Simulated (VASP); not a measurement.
# 1T-MgI2 monolayer and its bilayer, part 3 of 5

Aim: relax 1T-MgI2 monolayer, place its levels against the vacuum, then find how two sheets stack and bind.

VASP 6.6.1, plane waves and PAW; the level of theory is named at each step.

So far. Step 3 (A second relaxation): The start already met the threshold, so nothing moved. Step 4 (Vacuum level and density of states): The vacuum level lies 6.51 eV above the highest filled level at the upper face; both faces agree, as the slab has next to no dipole.

### 5. The slab in a field, field -0.1

Level of this step: optB86b-vdW; plane waves and PAW (Mg, I) (VASP).

A field across the slab, with the atoms held, gives the electronic response: the dipole changes linearly with the field, and the energy has a linear term from the slab's own dipole and a quadratic one from its polarisability.

INCAR reads:

```
SYSTEM = MgI2
PREC = Normal
ENCUT = 350
EDIFF = 1E-06
NELM = 120
ISMEAR = 0
SIGMA = 0.03
LREAL = .FALSE.
ALGO = Fast
GGA = MK
AGGAC = 0
LUSE_VDW = .TRUE.
PARAM1 = 0.1234
PARAM2 = 1
LASPH = .TRUE.
NBANDS = 14
LORBIT = 11
LWAVE = .FALSE.
LCHARG = .FALSE.
KPAR = 4
IDIPOL = 3
LDIPOL = .TRUE.
DIPOL = 0.5 0.5 0.5
EFIELD = -0.1
```

POSCAR reads:

```
MgI2
1.0
    4.1504874331      0.0000000000      0.0000000000
   -2.0752437165      3.5944275551      0.0000000000
    0.0000000000      0.0000000000     22.0000000000
Mg I
1 2
Direct
    0.0000000000      0.0000000000      0.5000000000
    0.3333333333      0.6666666667      0.4236396089
    0.6666666667      0.3333333333      0.5763603911
```

KPOINTS reads:

```
Automatic mesh
0
Gamma
9 9 1
0 0 0
```

Potentials, in the order of the species: Mg and I (PBE family, release 64).

The run is started by

```sh
mpirun -np 4 vasp_std
```

Log:

```text
[... set-up lines as in an earlier step ...]
 entering main loop
       N       E                     dE             d eps       ncg     rms          rms(c)
DAV:   1     0.996037793824E+02    0.99604E+02   -0.37670E+03   336   0.570E+02
DAV:   2     0.951009117063E+01   -0.90094E+02   -0.82632E+02   550   0.113E+02
DAV:   3    -0.216707646154E+01   -0.11677E+02   -0.11600E+02   462   0.498E+01
DAV:   4    -0.256035527645E+01   -0.39328E+00   -0.39315E+00   458   0.114E+01
DAV:   5    -0.256828800555E+01   -0.79327E-02   -0.79325E-02   480   0.186E+00    0.375E+00
RMM:   6    -0.243132898151E+01    0.13696E+00   -0.17133E-01   357   0.181E+00    0.241E+00
RMM:   7    -0.242124774296E+01    0.10081E-01   -0.27058E-01   431   0.234E+00    0.612E-01
RMM:   8    -0.241454414320E+01    0.67036E-02   -0.26635E-02   419   0.859E-01    0.136E-01
RMM:   9    -0.241466109247E+01   -0.11695E-03   -0.15431E-03   472   0.277E-01    0.672E-02
RMM:  10    -0.241473482066E+01   -0.73728E-04   -0.34708E-04   497   0.125E-01    0.449E-02
RMM:  11    -0.241487745109E+01   -0.14263E-03   -0.10274E-04   441   0.666E-02    0.347E-02
RMM:  12    -0.241487706430E+01    0.38680E-06   -0.40728E-05   448   0.368E-02    0.960E-03
RMM:  13    -0.241488544873E+01   -0.83844E-05   -0.10248E-05   467   0.203E-02    0.513E-03
RMM:  14    -0.241489632558E+01   -0.10877E-04   -0.21531E-06   374   0.901E-03    0.546E-03
RMM:  15    -0.241493449966E+01   -0.38174E-04   -0.55186E-06   409   0.105E-02    0.682E-03
RMM:  16    -0.241495880302E+01   -0.24303E-04   -0.57056E-06   415   0.877E-03    0.628E-03
RMM:  17    -0.241495890289E+01   -0.99870E-07   -0.58717E-07   368   0.339E-03
   1 F= -.24149589E+01 E0= -.24149589E+01  d E =-.209516E-20
```

Wall time 44 s (4 MPI ranks of Intel Xeon 6975P-C (Granite Rapids), shared host); peak memory 1.8 GiB.

From OUTCAR (step 5):

```text
   NELECT =      16.0000    total number of electrons

 dipolmoment           0.000000      0.000000     -0.042889 electrons x Angstroem

 E-fermi :  -3.6079

 k-point     1 :       0.0000    0.0000    0.0000
  band No.  band energies     occupation
    ...
      4      -4.5048      2.00000
      5      -4.0740      2.00000
      6      -4.0740      2.00000
      7      -3.7972      2.00000
      8      -3.7972      2.00000
      9       0.2047      0.00000
     10       1.1640      0.00000
     11       1.6281      0.00000
     12       2.0304      0.00000
     13       2.3784      0.00000
    ...

Total vdW correction in eV:      4.1978579

  Total       -0.0346450     -0.0346450     -0.0378498     -0.0000000      0.0000000     -0.0000000
  in kB       -0.1691217     -0.1691217     -0.1847662     -0.0000000      0.0000000     -0.0000000
  external PRESSURE =      -0.1743365 kB  Pullay stress =       0.0000000 kB

 POSITION                                       TOTAL-FORCE (eV/Angst)
 -----------------------------------------------------------------------------------
      0.00000      0.00000     11.00000        -0.000000      0.000000      0.041495
     -0.00000      2.39629      9.32007         0.000000     -0.000000     -0.015381
      2.07524      1.19814     12.67993         0.000000      0.000000     -0.026115
 -----------------------------------------------------------------------------------
    total drift:                               -0.000000      0.000001     -0.000643

  FREE ENERGIE OF THE ION-ELECTRON SYSTEM (eV)
  ---------------------------------------------------
  free  energy   TOTEN  =        -2.4149589029 eV

  energy  without entropy=       -2.4149589029  energy(sigma->0) =       -2.41495890

Total vdW correction in eV:      4.1978174

 vacuum level on the upper side and lower side of the slab         2.921         1.282

[... 8 parts as in an earlier step ...]

[... 9 further parts left out ...]
```

This step gave:

```yaml
electronic_cycles: 17
free_energy_toten: -2.415 eV
fermi_energy: -3.608 eV
dipole_moment: 0, 0, -0.04289 e·Å
gap_on_the_k_mesh: 3.711 eV
least_direct_gap_on_the_k_mesh: 4.002 eV
```

VASP counts the dipole in electrons times Å, so a positive number points the physical dipole along −c. A positive EFIELD is likewise a physical field along −c.

Energy at zero smearing: -2.41496 eV.

### 6. The slab in a field, field 0.1

Changes to INCAR since step 5:

```diff
@@ -23,2 +23,2 @@
 DIPOL = 0.5 0.5 0.5
-EFIELD = -0.1
+EFIELD = 0.1
```

POSCAR is that of step 5.

KPOINTS is that of step 5.

The run is started by

```sh
mpirun -np 4 vasp_std
```

Log:

```text
[... set-up lines as in an earlier step ...]
 entering main loop
       N       E                     dE             d eps       ncg     rms          rms(c)
DAV:   1     0.998187525911E+02    0.99819E+02   -0.37641E+03   336   0.570E+02
DAV:   2     0.988344643877E+01   -0.89935E+02   -0.83653E+02   560   0.112E+02
DAV:   3    -0.214373390032E+01   -0.12027E+02   -0.11950E+02   468   0.500E+01
DAV:   4    -0.255812895753E+01   -0.41440E+00   -0.41427E+00   430   0.116E+01
[...]
RMM:  15    -0.241491887045E+01   -0.25076E-04   -0.23871E-06   390   0.777E-03    0.432E-03
RMM:  16    -0.241496178948E+01   -0.42919E-04   -0.11892E-05   430   0.128E-02    0.115E-02
RMM:  17    -0.241496179731E+01   -0.78285E-08   -0.12751E-06   378   0.449E-03
   1 F= -.24149618E+01 E0= -.24149618E+01  d E =-.491627E-20
```

It took 45 s on 4 MPI ranks; peak memory 1.8 GiB.

OUTCAR, selected parts (step 6):

```text
  Total       -0.0323140     -0.0323140     -0.0363759     -0.0000000      0.0000000     -0.0000000
  in kB       -0.1577429     -0.1577429     -0.1775713     -0.0000000      0.0000000     -0.0000000
  external PRESSURE =      -0.1643524 kB  Pullay stress =       0.0000000 kB

 POSITION                                       TOTAL-FORCE (eV/Angst)
 -----------------------------------------------------------------------------------
      0.00000      0.00000     11.00000         0.000000      0.000000     -0.041659
     -0.00000      2.39629      9.32007        -0.000000     -0.000000      0.026176
      2.07524      1.19814     12.67993        -0.000000      0.000000      0.015484
 -----------------------------------------------------------------------------------
    total drift:                                0.000000     -0.000001      0.000843

  FREE ENERGIE OF THE ION-ELECTRON SYSTEM (eV)
  ---------------------------------------------------
  free  energy   TOTEN  =        -2.4149617973 eV

  energy  without entropy=       -2.4149617973  energy(sigma->0) =       -2.41496180

[... 2 parts as in an earlier step ...]

[... 1 further part left out ...]
[key lines of the parts left out:]
E-fermi :  -3.6098
```

Numbers from this step:

```
Fermi energy  : -3.610 eV
dipole moment : 0, 0, 0.04285 e·Å
```

Energy at zero smearing: -2.41496 eV.

### 7. With spin-orbit coupling

This step: optB86b-vdW, spin-orbit coupling; plane waves and PAW (Mg, I) (VASP 6.6.1).

For heavy elements spin-orbit coupling shifts the highest filled levels.

Changes to INCAR since step 6:

```diff
@@ -15,4 +15,7 @@
 LASPH = .TRUE.
-NBANDS = 14
-LORBIT = 11
+LNONCOLLINEAR = .TRUE.
+MAGMOM = 0 0 0 0 0 0 0 0 0
+NBANDS = 28
+GGA_COMPAT = .FALSE.
+LSORBIT = .TRUE.
 LWAVE = .FALSE.
@@ -23,2 +26 @@
 DIPOL = 0.5 0.5 0.5
-EFIELD = 0.1
```

POSCAR is that of step 6.

KPOINTS is that of step 6.

KPOINTS_OPT reads:

```
Line mode
14
Line-mode
Reciprocal
  0.00000000   0.00000000   0.00000000 GAMMA
  0.50000000   0.00000000   0.00000000 M

  0.50000000   0.00000000   0.00000000 M
  0.33333333   0.33333333   0.00000000 K

  0.33333333   0.33333333   0.00000000 K
  0.00000000   0.00000000   0.00000000 GAMMA
```

The run is started by

```sh
mpirun -np 4 vasp_ncl
```

Log:

```text
[... set-up lines as in an earlier step ...]
 entering main loop
       N       E                     dE             d eps       ncg     rms          rms(c)
DAV:   1     0.102455387001E+03    0.10246E+03   -0.36013E+03   680   0.568E+02
DAV:   2     0.117438287489E+02   -0.90712E+02   -0.84728E+02  1072   0.119E+02
DAV:   3    -0.228308418173E+01   -0.14027E+02   -0.13945E+02   864   0.523E+01
DAV:   4    -0.280292983002E+01   -0.51985E+00   -0.51944E+00   952   0.129E+01
DAV:   5    -0.281523486049E+01   -0.12305E-01   -0.12304E-01   924   0.234E+00    0.581E+00
RMM:   6    -0.268070489845E+01    0.13453E+00   -0.17029E-01   705   0.178E+00    0.359E+00
RMM:   7    -0.266314578840E+01    0.17559E-01   -0.72329E-02   821   0.117E+00    0.246E+00
RMM:   8    -0.266951006532E+01   -0.63643E-02   -0.60678E-02   843   0.123E+00    0.326E-01
RMM:   9    -0.266583738979E+01    0.36727E-02   -0.59512E-03   874   0.434E-01    0.236E-01
RMM:  10    -0.266561299551E+01    0.22439E-03   -0.17075E-03   900   0.220E-01    0.702E-02
RMM:  11    -0.266564488118E+01   -0.31886E-04   -0.37387E-04   882   0.118E-01    0.455E-02
RMM:  12    -0.266563547101E+01    0.94102E-05   -0.51247E-05   915   0.490E-02    0.186E-02
RMM:  13    -0.266564013371E+01   -0.46627E-05   -0.16659E-05   937   0.286E-02    0.998E-03
RMM:  14    -0.266563835280E+01    0.17809E-05   -0.45387E-06   912   0.150E-02    0.398E-03
RMM:  15    -0.266563814785E+01    0.20495E-06   -0.21202E-06   883   0.840E-03
   1 F= -.26656381E+01 E0= -.26656381E+01  d E =-.559993E-14  mag=     0.0000    -0.0000    -0.0000
 Start KPOINTS_OPT (optional k-point list driver)
k-point batch [1-12\42]
       N       E                     dE             ncg
DAV:   1    -0.268716567377E+03   -0.18525E+04      672
DAV:   2    -0.125979223218E+04   -0.99108E+03     1028
DAV:   3    -0.144052401472E+04   -0.18073E+03      876
DAV:   4    -0.144773052612E+04   -0.72065E+01      992
DAV:   5    -0.144783213827E+04   -0.10161E+00      920
DAV:   6    -0.144783533852E+04   -0.32002E-02      964
DAV:   7    -0.144783544253E+04   -0.10401E-03      896
DAV:   8    -0.144783544731E+04   -0.47879E-05      796
DAV:   9    -0.144783544759E+04   -0.27337E-06      576
[...]
k-point batch [37-42\42]
       N       E                     dE             ncg
DAV:   1     0.159652623399E+04   -0.34574E+03      344
DAV:   2     0.112497046257E+04   -0.47156E+03      488
DAV:   3     0.103399488697E+04   -0.90976E+02      472
DAV:   4     0.103048004887E+04   -0.35148E+01      496
DAV:   5     0.103042883388E+04   -0.51215E-01      452
DAV:   6     0.103042698547E+04   -0.18484E-02      476
DAV:   7     0.103042692384E+04   -0.61622E-04      464
DAV:   8     0.103042692096E+04   -0.28814E-05      388
DAV:   9     0.103042692082E+04   -0.14603E-06      336
```

Wall time 1.8 min (4 MPI ranks); peak memory 3 GiB.

From OUTCAR (step 7):

```text
   k-points           NKPTS =     12   k-points in BZ     NKDIM =     12   number of bands    NBANDS=     28

   NELECT =      16.0000    total number of electrons

 dipolmoment           0.000000      0.000000     -0.000000 electrons x Angstroem

 E-fermi :  -3.2970

 k-point     1 :       0.0000    0.0000    0.0000
  band No.  band energies     occupation
    ...
     12      -3.8443      1.00000
     13      -3.7293      1.00000
     14      -3.7293      1.00000
     15      -3.4450      1.00000
     16      -3.4450      1.00000
     17       0.2120      0.00000
     18       0.2120      0.00000
     19       1.1629      0.00000
     20       1.1629      0.00000
     21       1.7152      0.00000
    ...

Total vdW correction in eV:      4.1971512

  Total        0.0095305      0.0095305      0.0112421      0.0000000      0.0000000      0.0000000
  in kB        0.0465238      0.0465238      0.0548791      0.0000000      0.0000000      0.0000000
  external PRESSURE =       0.0493089 kB  Pullay stress =       0.0000000 kB

 POSITION                                       TOTAL-FORCE (eV/Angst)
 -----------------------------------------------------------------------------------
      0.00000      0.00000     11.00000         0.000000      0.000000      0.000000
     -0.00000      2.39629      9.32007         0.000000     -0.000000     -0.008699
      2.07524      1.19814     12.67993        -0.000000      0.000000      0.008699
 -----------------------------------------------------------------------------------
    total drift:                                0.000000     -0.000000     -0.000000

  FREE ENERGIE OF THE ION-ELECTRON SYSTEM (eV)
  ---------------------------------------------------
  free  energy   TOTEN  =        -2.6656381479 eV

  energy  without entropy=       -2.6656381479  energy(sigma->0) =       -2.66563815

Total vdW correction in eV:      4.1971795

 vacuum level on the upper side and lower side of the slab         1.884         1.884

 Spin-Orbit-Coupling matrix elements
 Ion:    1  E_soc:     -0.0001158
 Ion:    2  E_soc:     -0.2551064
 Ion:    3  E_soc:     -0.2551064

[... 7 parts as in an earlier step ...]

[... 8 further parts left out ...]
```

Numbers from this step:

```yaml
electronic_cycles: 15
free_energy_toten: -2.666 eV
fermi_energy: -3.297 eV
least_gap_on_mesh_and_path: 3.312 eV
least_direct_gap_on_mesh_and_path: 3.657 eV
dipole_moment: 0, 0, 0 e·Å
```

On-site spin-orbit energy by atom:

| atom | on-site spin-orbit energy (eV) |
| --- | --- |
| Mg1 | 0.000 |
| I2 | -0.255 |
| I3 | -0.255 |

Electronic bands along the path, in eV, zero at the valence-band top; v1 is the highest filled band, c1 the lowest empty one:

| point | v4 | v3 | v2 | v1 | c1 | c2 | c3 | c4 |
| --- | --- | --- | --- | --- | --- | --- | --- | --- |
| Γ | -0.28 | -0.28 | 0.00 | 0.00 | 3.66 | 3.66 | 4.61 | 4.61 |
| 0.46 of the way | -0.86 | -0.86 | -0.36 | -0.36 | 4.29 | 4.29 | 4.98 | 4.98 |
| M | -1.29 | -1.29 | -0.60 | -0.60 | 3.31 | 3.31 | 5.12 | 5.12 |
| 0.46 of the way | -1.21 | -1.21 | -0.82 | -0.82 | 3.80 | 3.80 | 5.78 | 5.78 |
| K | -1.15 | -1.15 | -1.00 | -1.00 | 4.09 | 4.09 | 6.02 | 6.02 |
| 0.46 of the way | -1.09 | -1.09 | -0.62 | -0.62 | 4.43 | 4.43 | 5.44 | 5.44 |
| Γ | -0.28 | -0.28 | 0.00 | 0.00 | 3.66 | 3.66 | 4.61 | 4.61 |

On this path the gap is indirect, 3.31 eV, with the valence top at Γ and the conduction bottom at M. The least direct gap is 3.66 eV.

### 8. A rigid stacking

This step: optB86b-vdW; plane waves and PAW (Mg, I) (VASP 6.6.1).

System of this step: bilayer of 1T-MgI2 monolayer. The cell holds 6 atoms: 2 Mg and 4 I. Its edges and angles: a = 4.150 Å, b = 4.150 Å, c = 26.820 Å, α = 90.0°, β = 90.0°, γ = 120.0°. upper sheet same orientation, shifted by (0.00, 0.00). Vacuum lies along c.

Two rigid sheets are set at a typed distance in several high-symmetry stackings, to find where to start. The upper sheet is shifted or turned in the plane and never flipped over.

INCAR reads:

```
SYSTEM = MgI2
PREC = Normal
ENCUT = 350
EDIFF = 1E-05
NELM = 120
ISMEAR = 0
SIGMA = 0.03
LREAL = .FALSE.
ALGO = Fast
GGA = MK
AGGAC = 0
LUSE_VDW = .TRUE.
PARAM1 = 0.1234
PARAM2 = 1
LASPH = .TRUE.
NBANDS = 22
LORBIT = 11
LWAVE = .FALSE.
LCHARG = .FALSE.
KPAR = 4
IDIPOL = 3
LDIPOL = .TRUE.
DIPOL = 0.5 0.5 0.5
```

POSCAR reads:

```
MgI2
1.0
    4.1504874331      0.0000000000      0.0000000000
   -2.0752437165      3.5944275551      0.0000000000
    0.0000000000      0.0000000000     26.8197144168
Mg I
2 4
Direct
    0.0000000000      0.0000000000      0.3795688700
    0.0000000000      0.0000000000      0.6204311300
    0.3333333300      0.6666666700      0.3169310400
    0.6666666700      0.3333333300      0.4422066900
    0.3333333300      0.6666666700      0.5577933100
    0.6666666700      0.3333333300      0.6830689600
```

KPOINTS is that of step 7.

The run is started by

```sh
mpirun -np 4 vasp_std
```

Log:

```text
[banner, memory and clock lines left out]
running    4 mpi-ranks, on    1 nodes
 distrk:  each k-point on    1 cores,    4 groups
 distr:  one band on    1 cores,    1 groups

 POSCAR found type information on POSCAR MgI
 POSCAR found :  2 types and       6 ions
 [... a notice as in an earlier step ...]

 [... a notice as in an earlier step ...]

 LDA part: xc-table for (Slater+PW92), standard interpolation
 POSCAR, INCAR and KPOINTS ok, starting setup
 FFT: planning ... GRIDC
 FFT: planning ... GRID_SOFT
 FFT: planning ... GRID
 WAVECAR not read
 entering main loop
       N       E                     dE             d eps       ncg     rms          rms(c)
DAV:   1     0.202945694034E+03    0.20295E+03   -0.82041E+03   528   0.775E+02
DAV:   2     0.202016761951E+02   -0.18274E+03   -0.17537E+03   808   0.152E+02
DAV:   3    -0.429462318943E+01   -0.24496E+02   -0.24362E+02   666   0.634E+01
DAV:   4    -0.528663458779E+01   -0.99201E+00   -0.99074E+00   748   0.158E+01
DAV:   5    -0.530439929150E+01   -0.17765E-01   -0.17761E-01   672   0.245E+00    0.551E+00
RMM:   6    -0.504675963791E+01    0.25764E+00   -0.36620E-01   550   0.230E+00    0.350E+00
RMM:   7    -0.503176084233E+01    0.14999E-01   -0.61440E-01   618   0.302E+00    0.842E-01
RMM:   8    -0.501757872460E+01    0.14182E-01   -0.65549E-02   586   0.117E+00    0.169E-01
RMM:   9    -0.501782774677E+01   -0.24902E-03   -0.32683E-03   674   0.349E-01    0.113E-01
RMM:  10    -0.501791285854E+01   -0.85112E-04   -0.81865E-04   737   0.156E-01    0.994E-02
RMM:  11    -0.501792378899E+01   -0.10930E-04   -0.13768E-04   638   0.638E-02    0.154E-01
RMM:  12    -0.501800687594E+01   -0.83087E-04   -0.24619E-04   645   0.818E-02    0.169E-01
RMM:  13    -0.501794352870E+01    0.63347E-04   -0.99702E-05   637   0.449E-02    0.970E-02
RMM:  14    -0.501794511165E+01   -0.15829E-05   -0.38768E-05   554   0.258E-02
   1 F= -.50179451E+01 E0= -.50179451E+01  d E =-.259662E-11
```

It took 48 s on 4 MPI ranks; peak memory 2 GiB.

OUTCAR, selected parts (step 8):

```text
   k-points           NKPTS =     12   k-points in BZ     NKDIM =     12   number of bands    NBANDS=     22

   ENCUT  =  350.0 eV  25.72 Ry    5.07 a.u.   6.33  6.33 40.91*2*pi/ulx,y,z

   NELECT =      32.0000    total number of electrons

 E-fermi :  -1.9054

 k-point     1 :       0.0000    0.0000    0.0000
  band No.  band energies     occupation
    ...
     12      -2.1775      2.00000
     13      -2.1253      2.00000
     14      -2.1253      2.00000
     15      -2.0359      2.00000
     16      -2.0359      2.00000
     17       1.8440      0.00000
     18       2.3899      0.00000
     19       2.8370      0.00000
     20       2.9118      0.00000
     21       3.4896      0.00000
    ...

Total vdW correction in eV:      7.8958753

  Total        0.0981311      0.0981311      0.6772486      0.0000000     -0.0000000     -0.0000000
  in kB        0.3929472      0.3929472      2.7119126      0.0000000     -0.0000000     -0.0000000
  external PRESSURE =       1.1659356 kB  Pullay stress =       0.0000000 kB

 POSITION                                       TOTAL-FORCE (eV/Angst)
 -----------------------------------------------------------------------------------
      0.00000      0.00000     10.17993        -0.000000      0.000000     -0.021743
      0.00000      0.00000     16.63979        -0.000000     -0.000000      0.021743
     -0.00000      2.39629      8.50000        -0.000000      0.000000      0.009112
      2.07524      1.19814     11.85986         0.000000      0.000000     -0.222806
     -0.00000      2.39629     14.95986        -0.000000      0.000000      0.222806
      2.07524      1.19814     18.31971         0.000000     -0.000000     -0.009112
 -----------------------------------------------------------------------------------
    total drift:                               -0.000000      0.000000     -0.000000

  FREE ENERGIE OF THE ION-ELECTRON SYSTEM (eV)
  ---------------------------------------------------
  free  energy   TOTEN  =        -5.0179451117 eV

  energy  without entropy=       -5.0179451116  energy(sigma->0) =       -5.01794511

Total vdW correction in eV:      7.8964480

 vacuum level on the upper side and lower side of the slab         3.776         3.776

[... 2 parts as in an earlier step ...]

[... 14 further parts left out ...]
```

This step gave:

```yaml
electronic_cycles: 14
electrons: 32
free_energy_toten: -5.018 eV
fermi_energy: -1.905 eV
gap_on_the_k_mesh: 3.635 eV
least_direct_gap_on_the_k_mesh: 3.880 eV
```

Force by atom:

| atom | x (eV/Å) | y (eV/Å) | z (eV/Å) | size |
| --- | --- | --- | --- | --- |
| Mg1 | 0.000 | 0.000 | -0.022 | 0.022 |
| Mg2 | 0.000 | 0.000 | 0.022 | 0.022 |
| I3 | 0.000 | 0.000 | 0.009 | 0.009 |
| I4 | 0.000 | 0.000 | -0.223 | 0.223 |
| I5 | 0.000 | 0.000 | 0.223 | 0.223 |
| I6 | 0.000 | 0.000 | -0.009 | 0.009 |

Energy at zero smearing: -5.01795 eV.

(Part 3 of 5 ends here.)

[Lines on the potential files, build, host, timing and source positions are cut from VASP's logs without a mark.]

[Logs are printed without paths, hosts, clocks, repeated set-up lines and the standing remarks that a program may print on its own settings, such as how far it seeks lower states.]

[Hosts, paths, dates, database ids (printed as entryN), source tags and the programs' standing remarks are cut or masked in the printed files.]

[Runs that stopped without an error message from VASP are left out.]
